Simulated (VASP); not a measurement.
Runs of VASP 6.6.1 on Au. It takes space group Fm-3m (No. 225, cubic). Conventional cell: a = 4.070 Å, b = 4.070 Å, c = 4.070 Å, α = 90.00°, β = 90.00°, γ = 90.00°. Au (site symmetry m-3m) is surrounded by 12 Au at 2.88 Å. 

```tsv
task	level	cell	cutoff (eV)	smearing	gap on the mesh (eV)	pressure (GPa)	relaxed volume (Å³/atom)
relaxation of cell and atoms	PBEsol+D4	relaxed	600	fermi-dirac 0.05 eV	none	0.0	16.67
relaxation of cell and atoms	RPBE+D4	relaxed	600	fermi-dirac 0.05 eV	none	0.0	17.16
single point	PBE	as given	520	gaussian 0.026 eV	none	(a)	-
relaxation of cell and atoms	RPBE+D3	relaxed	600	fermi-dirac 0.05 eV	none	0.1	(b)
relaxation of cell and atoms	PBEsol+rVV10	relaxed	600	fermi-dirac 0.05 eV	none	0.0	16.91
```

Alike in all rows: potentials or basis VASP PAW PBE potentials, release 64 (Au); no spin polarisation; k mesh 11 × 11 × 11.

Problem. Fill in the values left out.

Solution. (a) 10.5; (b) 18.12.

Caveats: the PAW data sets were made with another functional, which shifts forces and pressure a little (some runs); pairwise dispersion overbinds metals, which lowers pressure and volume (some runs).

A k mesh can miss the band edges, and the runs leave out spin-orbit coupling on Au.

A gap of «none» marks a metal or a gap under the smearing width.
